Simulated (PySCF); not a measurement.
A side-by-side comparison of computed properties.

First species: bicyclo[1.1.0]butane, C4H6.
Numbering: `[CH2:1]1[C@H:2]2[CH2:3][C@@H:4]12` (hydrogens: H5, H6 on C1; H7 on C2; H8, H9 on C3; H10 on C4)

Second species: 1-butyne, C4H6.
InChI=1S/C4H6/c1-3-4-2/h1H,4H2,2H3

Levels: CAM-B3LYP/aug-cc-pVTZ for dipole moment, HOMO energy, LUMO energy, HOMO–LUMO gap, static isotropic polarisability and electronic spatial extent ⟨r²⟩ about the centre of nuclear charge; TDDFT CAM-B3LYP/aug-cc-pVTZ for lowest singlet excitation; TDA CAM-B3LYP/aug-cc-pVTZ for lowest triplet excitation (Tamm–Dancoff); PBE0-D3(BJ)/def2-TZVP for rotational constant A and rotational constant C. Geometries: PBE0-D3(BJ)/def2-TZVP. Each structure is a single optimised conformer of the isolated species, non-relativistic unless stated; the electronic structure was computed with PySCF and density fitting.

Which of the two has the higher HOMO energy, and by how much?

The first: -8.40 eV against -9.06 eV, a difference of 0.66 eV.

Which of the two has the higher T1 energy, and by how much?

The first: 6.22 eV against 5.46 eV, a difference of 0.76 eV.

Which has the higher rotational constant C?

The first: 8.519 GHz against 4.124 GHz, a difference of 4.395 GHz.

Which has the higher rotational constant A?

The second: 27.581 GHz against 17.575 GHz, a difference of 10.006 GHz.

Which of the two has the higher HOMO–LUMO gap, and by how much?

The second: 9.31 eV against 8.75 eV, a difference of 0.56 eV.

Which of the two has the higher LUMO energy, and by how much?

The first: 0.35 eV against 0.25 eV, a difference of 0.10 eV.

Which of the two has the higher static isotropic polarisability, and by how much?

The second: 48.9 au against 44.5 au, a difference of 4.4 au.

Which of the two has the higher dipole moment, and by how much?

The second: 0.84 D against 0.70 D, a difference of 0.14 D.

On the first: No computed singlet falls in the visible range (750 to 380 nm, 1.65 to 3.26 eV); S1 lies 3.03 eV above its blue end. The vertical singlet–triplet gap S1 − T1 is 0.07 eV (TDDFT singlet less Tamm–Dancoff triplet; S1: HOMO→LUMO, weight 0.89; T1: HOMO→LUMO, weight 0.82). Geometry: PBE0-D3(BJ)/def2-TZVP; no solvent, vibrations or thermal averaging.

On the second: The vertical singlet–triplet gap S1 − T1 is 1.04 eV (TDDFT singlet less Tamm–Dancoff triplet). S1 lies 2.81 eV below the HOMO–LUMO gap. Geometry: PBE0-D3(BJ)/def2-TZVP; no solvent, vibrations or thermal averaging.
